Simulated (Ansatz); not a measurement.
# C2N3: the cost of one run

Computed with Ansatz 0.2.0 (DFT PBE, scalar-relativistic, plane waves, PAW, unless a step names another level, unless a step's input says otherwise).

15 further runs of the same task are left out: 11 that didn't finish, 4 set aside as unsound or not needed. Runs told in other sessions of the task aren't counted.

## 1. The system as given

It takes space group P6/mmm (No. 191, hexagonal). Conventional cell: a = 7.192 Å, b = 7.192 Å, c = 7.855 Å, α = 90.00°, β = 90.00°, γ = 120.00°. Around C (site symmetry 3m) lie 1 N at 1.17 Å. N (site symmetry 6mm) is surrounded by 1 N at 1.10 Å. Around N (site symmetry 3m) lie 1 C at 1.17 Å.

Structure file:

```
CELL_PARAMETERS angstrom
7.19245 0.00000 0.00000
-3.59623 6.22885 0.00000
0.00000 0.00000 7.85514
ATOMIC_POSITIONS crystal
C 0.33333 0.66667 0.08750
C 0.33333 0.66667 0.91250
C 0.66667 0.33333 0.08750
C 0.66667 0.33333 0.91250
N 0.00000 0.00000 0.57013
N 0.00000 0.00000 0.42987
N 0.33333 0.66667 0.23605
N 0.33333 0.66667 0.76395
N 0.66667 0.33333 0.23605
N 0.66667 0.33333 0.76395
```

It came out lowest among 28 distinct ends of the trial cells. At a tolerance of 0.02 Å it has space group P6/mmm (No. 191).

## 2. Relaxing to 0.001 eV/Å, on the response runs' mesh and smearing

File input.yaml:

```yaml
crystal:
  lattice:
    - [7.192454722, 0.0, 0.0]
    - [-3.596227361, 6.2288485048, 0.0]
    - [0.0, 0.0, 7.8551385512]
  atoms:
    - { symbol: C, position: [0.3333333333, 0.6666666667, 0.0875002161] }
    - { symbol: C, position: [0.3333333333, 0.6666666667, 0.9124997839] }
    - { symbol: C, position: [0.6666666667, 0.3333333333, 0.0875002161] }
    - { symbol: C, position: [0.6666666667, 0.3333333333, 0.9124997839] }
    - { symbol: "N", position: [0.0, 0.0, 0.570129982] }
    - { symbol: "N", position: [0.0, 0.0, 0.429870018] }
    - { symbol: "N", position: [0.3333333333, 0.6666666667, 0.2360454349] }
    - { symbol: "N", position: [0.3333333333, 0.6666666667, 0.7639545651] }
    - { symbol: "N", position: [0.6666666667, 0.3333333333, 0.2360454349] }
    - { symbol: "N", position: [0.6666666667, 0.3333333333, 0.7639545651] }
basis:
  ecutwfc: 420
kpoints:
  mp_grid: { grid: [6, 6, 4] }
hamiltonian:
  xc: pbe
scf:
  occupations: { method: fixed }
output:
  forces: true
  stress: true
  eigenvalues: true
relax:
  adjacent_minimum: "off"
  f_tol: 0.001
  max_steps: 60
  cell: { stress_tol: 0.01 }
```

Command:

```
> ansatz run input.yaml --threads 3 --pin off --max-ram 7680MiB --backend cpu --events-out ev --progress --plain --runs-dir out
```

Q: Estimate wall time and peak memory on 3 threads of AMD EPYC (Zen 3), shared host.

About 5.1 min, with a peak of 0.81 GiB.
